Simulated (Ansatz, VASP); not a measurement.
# KF: VASP beside Ansatz

The input INCAR:

```
SYSTEM = KF
  PREC = Accurate
  ENCUT = 520
  EDIFF = 1E-6
  ISMEAR = 0
  SIGMA = 0.05
  LREAL = .FALSE.
  LASPH = .TRUE.
  NELM = 60
  ALGO = Normal
  ISIF = 2
  LWAVE = .FALSE.
  LCHARG = .FALSE.
  GGA = PE
  NBANDS = 15
```

The input KPOINTS:

```
regular mesh
0
G
  10 10 10
  0 0 0
```

The input POSCAR:

```
KF
1.0
    3.2589550000      0.0000000000      0.0000000000
    0.0000000000      3.2589550000      0.0000000000
    0.0000000000      0.0000000000      3.2589550000
K F
1 1
Direct
    0.0000000000      0.0000000000      0.0000000000
    0.5000000000      0.5000000000      0.5000000000
```

Input for Ansatz:

```yaml
crystal:
  lattice:
    - [3.258955, 0.0, 0.0]
    - [0.0, 3.258955, 0.0]
    - [0.0, 0.0, 3.258955]
  atoms:
    - { symbol: K, position: [0.0, 0.0, 0.0] }
    - { symbol: F, position: [0.5, 0.5, 0.5] }
basis:
  ecutwfc: 420
  fft_grid_basis: typed
kpoints:
  mp_grid: { grid: [10, 10, 10] }
hamiltonian:
  xc: pbe
  pseudopotentials: { kind: paw }
scf:
  occupations: { method: gaussian, width: 0.05 }
output:
  forces: true
  stress: true
  eigenvalues: true
  bader: true
  write_density: true
  volumetric_format: npy
  elf: true
```

The cell comes from a database or a generator and needn't be the stable form of this composition.

Alike in both runs: task single point; functional PBE; k mesh 10 × 10 × 10; occupations gaussian, width 0.05 eV; no spin polarisation.

|  | VASP | Ansatz |
| --- | --- | --- |
| version | VASP 6.6.1 | Ansatz 0.2.0 |
| potentials or method | VASP PAW PBE potentials, release 64 (K_sv, F) | scalar-relativistic, plane waves, PAW |
| plane-wave cutoff (eV) | 520 | 420 |
| valence electrons in the cell | 16 | 16 |

Ansatz gave:

* gap on the k mesh at the Fermi level (eV): 6.27
* pressure (GPa): 0.0

Q: What did VASP give for the same quantities?

A: gap on the k mesh at the Fermi level (eV): 6.26; pressure (GPa): 0.0.

A k mesh can miss the band edges.
